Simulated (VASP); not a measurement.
Set up this calculation in VASP 6.6.1, as the native input.

* Task: band structure
* Functional: r2SCANh
* Dispersion: rVV10
* Potentials or basis: VASP PAW PBE potentials, release 64 (Li_sv)
* Cutoff: 520 eV
* k mesh: 5 × 5 × 5
* Occupations: fermi-dirac, width 0.02 eV
* Spin: no spin polarisation
* Grid for exact exchange (PRECFOCK): Fast
* Exchange at q = 0: default
* Further INCAR settings: ALGO = Normal; EDIFF = 1e-06; NBANDS = 8

Crystal: Li.

```
CELL_PARAMETERS angstrom
0.00000 2.20200 2.20200
2.20200 0.00000 2.20200
2.20200 2.20200 0.00000
ATOMIC_POSITIONS crystal
Li 0.00000 0.00000 0.00000
```

This isn't the form of Li at room conditions, which is bcc.

The input as run:

POSCAR

```
Li
1.0
    0.0000000000      2.2020000000      2.2020000000
    2.2020000000      0.0000000000      2.2020000000
    2.2020000000      2.2020000000      0.0000000000
Li
1
Cartesian
    0.0000000000      0.0000000000      0.0000000000
```

INCAR.step1

```
  ALGO = Normal
  EDIFF = 1E-5
  ENCUT = 520
  GGA = PE
  ISIF = 2
  ISMEAR = -1
  LASPH = True
  LCHARG = False
  LREAL = False
  LWAVE = True
  NBANDS = 8
  NELM = 100
  NELMIN = 4
  PREC = Accurate
  SIGMA = 0.02
```

INCAR.step2

```
  AEXX = 0.1
  ALGO = Normal
  BPARAM = 11.95
  CPARAM = 0.0093
  EDIFF = 1E-6
  ENCUT = 520
  ISIF = 2
  ISMEAR = -1
  ISTART = 1
  IVDW_NL = 2
  LASPH = True
  LCHARG = False
  LHFCALC = True
  LMIXTAU = True
  LREAL = False
  LUSE_VDW = True
  LWAVE = False
  METAGGA = R2SCAN
  NBANDS = 8
  NELM = 100
  NELMIN = 4
  PREC = Accurate
  PRECFOCK = Fast
  SIGMA = 0.02
```

KPOINTS

```
k-points
0
Gamma
  5 5 5
```

KPOINTS_OPT

```
path GXWKGLUWLK,UX
12
line-mode
reciprocal
 0.0000000000  0.0000000000  0.0000000000  G
 0.5000000000  0.0000000000  0.5000000000  X

 0.5000000000  0.0000000000  0.5000000000  X
 0.5000000000  0.2500000000  0.7500000000  W

 0.5000000000  0.2500000000  0.7500000000  W
 0.3750000000  0.3750000000  0.7500000000  K

 0.3750000000  0.3750000000  0.7500000000  K
 0.0000000000  0.0000000000  0.0000000000  G

 0.0000000000  0.0000000000  0.0000000000  G
 0.5000000000  0.5000000000  0.5000000000  L

 0.5000000000  0.5000000000  0.5000000000  L
 0.6250000000  0.2500000000  0.6250000000  U

 0.6250000000  0.2500000000  0.6250000000  U
 0.5000000000  0.2500000000  0.7500000000  W

 0.5000000000  0.2500000000  0.7500000000  W
 0.5000000000  0.5000000000  0.5000000000  L

 0.5000000000  0.5000000000  0.5000000000  L
 0.3750000000  0.3750000000  0.7500000000  K

 0.6250000000  0.2500000000  0.6250000000  U
 0.5000000000  0.0000000000  0.5000000000  X
```

Potentials or basis: VASP PAW PBE potentials, release 64 (Li_sv).

Launch:

```bash
$ cat potpaw_PBE.64/Li_sv/POTCAR > POTCAR
$ cp INCAR.step1 INCAR
$ mpirun -np 1 vasp_std > vasp.out
$ cp INCAR.step2 INCAR
$ mpirun -np 1 vasp_std > vasp.out
```

Wall time 2.4 min on 1 thread of Intel(R) Xeon(R) Platinum 8488C (Sapphire Rapids), with other jobs on the host, peak memory 0.2 GiB.
